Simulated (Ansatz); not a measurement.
Total g(r) from a molecular-dynamics run [in the run: Γ point only, which a denser mesh shifts by -0.5 GPa in pressure and 0.03 eV/Å in forces]. All values below come from PBE (plane waves, PAW; Ansatz, a first-principles code).

| r (Å) | g(r) |
|---|---|
| 1.02 | 0.00 |
| 1.14 | 0.00 |
| 1.26 | 0.00 |
| 1.38 | 0.00 |
| 1.50 | 0.00 |
| 1.62 | 0.00 |
| 1.74 | 0.00 |
| 1.86 | 0.00 |
| 1.98 | 0.09 |
| 2.10 | 2.87 |
| 2.22 | 4.52 |
| 2.34 | 1.44 |
| 2.46 | 0.16 |
| 2.58 | 0.01 |
| 2.70 | 0.00 |
| 2.82 | 0.00 |
| 2.94 | 0.00 |
| 3.06 | 0.00 |
| 3.18 | 0.02 |
| 3.30 | 0.29 |
| 3.42 | 1.62 |
| 3.54 | 3.46 |
| 3.66 | 3.23 |
| 3.78 | 1.38 |
| 3.90 | 0.56 |
| 4.02 | 1.08 |
| 4.14 | 1.98 |
| 4.26 | 2.22 |
| 4.38 | 1.28 |
| 4.50 | 0.40 |
| 4.62 | 0.07 |
| 4.74 | 0.08 |
| 4.86 | 0.30 |
| 4.98 | 0.63 |

Q: Which system gave this curve?
A) InN (zinc blende; a metastable form), crystal, 713 K
B) W (bcc), crystal, 310 K, 7.5 GPa
C) GaN (wurtzite), crystal, 1459 K (so hot that an open crystal may lose its volatile element)
D) GaN (zinc blende; a metastable form), crystal, 1511 K (so hot that an open crystal may lose its volatile element)

A: A, InN (zinc blende; a metastable form), crystal, 713 K
